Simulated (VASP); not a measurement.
KCl:

```
K Cl
1.0
     3.83920    0.00000    0.00000
     0.00000    3.83920    0.00000
     0.00000    0.00000    3.83920
K Cl
1 1
Cartesian
  0.0000 0.0000 0.0000
  1.9196 1.9196 1.9196
```

Measurements of this composition are mostly on another form, of space group No. 225.

* Program: VASP 6.6.1
* Task: relaxation of cell and atoms
* Functional: PBEsol
* Dispersion: D3
* Potentials or basis: VASP PAW PBE potentials, release 64 (K_sv, Cl)
* Cutoff: 700 eV
* k mesh: 7 × 7 × 7
* Occupations: fermi-dirac, width 0.1 eV
* Spin: no spin polarisation

At the start: pressure -1.6 GPa; volume 28.29 Å³/atom.

Task: How do energy, volume and symmetry change on relaxing?

Result: Over 4 steps the energy falls by 13.9 meV/atom and the volume is 25.75 Å³/atom (-9.0 %); space group Pm-3m (No. 221, to 0.05 Å).

The path:
| step | energy change (eV) | largest force (eV/Å) | pressure (GPa) | volume (Å³) |
| --- | --- | --- | --- | --- |
| 1 | 0.0000 | 0.0000 | -1.61 | 56.59 |
| 2 | -0.0188 | 0.0000 | -0.99 | 54.29 |
| 3 | -0.0276 | 0.0000 | -0.13 | 51.86 |
| 4 | -0.0278 | 0.0000 | 0.01 | 51.51 |

Final structure:
```
K Cl
1.0
     3.72070    0.00000    0.00000
     0.00000    3.72070    0.00000
     0.00000    0.00000    3.72070
K Cl
1 1
Direct
  0.00000 0.00000 0.00000
  0.50000 0.50000 0.50000
```

Caveat: the PAW data sets were made with another functional, which shifts forces and pressure a little.
